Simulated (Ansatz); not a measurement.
Rows from a G0W0 calculation on WS2 (layers cut from the bulk crystal) (Ansatz 0.2.0; G0W0 on PBE, plane waves, PAW; PAW set soft_1; 9×9×1 mesh, 617 empty bands, screening to 70 eV, PAW set soft_1 files), in eV. Spin-orbit coupling is left out.

```tsv
row	k	band	start	Σx	Σc at the solution	Vxc
A	Γ	c1	-2.777	-13.766	-3.963	-18.360
B	Γ	v2	-5.498	-18.892	0.977	-17.835
C	(0.111, 0.222, 0.000)	c2	-3.608	-13.529	-3.635	-17.688
D	Γ	v1	-5.130	-19.309	0.707	-18.592
E	(0.111, 0.222, 0.000)	c1	-3.898	-13.317	-3.524	-17.317
F	(0.111, 0.222, 0.000)	v1	-6.599	-19.435	1.417	-17.924
```

Work out each quasiparticle level and how far it moved.

The quasiparticle equation reads E = start + Σx + Σc(E) − Vxc.

```tsv
row	E (eV)	shift (eV)
A	-2.146	+0.631
B	-5.578	−0.080
C	-3.083	+0.525
D	-5.140	−0.010
E	-3.422	+0.476
F	-6.694	−0.094
```

The gap over the computed points goes from 1.23 eV to 1.72 eV.

Limits: not at the basis limit; coarse mesh for a sheet; no spin-orbit coupling.

[Paths, hosts, dates, memory and timing lines, banners, echoed tables and standing remarks are left out of the program output.]

[Logs are printed without paths, hosts, clocks, repeated set-up lines and the standing remarks that a program may print on its own settings, such as how far it seeks lower states.]

[Runs of the session that timed out or met a known fault of the program may be left out.]

[Cells called generated may have been cut or substituted from an entry of the Crystallography Open Database or the Materials Project.]

[Hosts, paths, dates, database ids (printed as entryN), source tags and the programs' standing remarks are cut or masked in the printed files.]
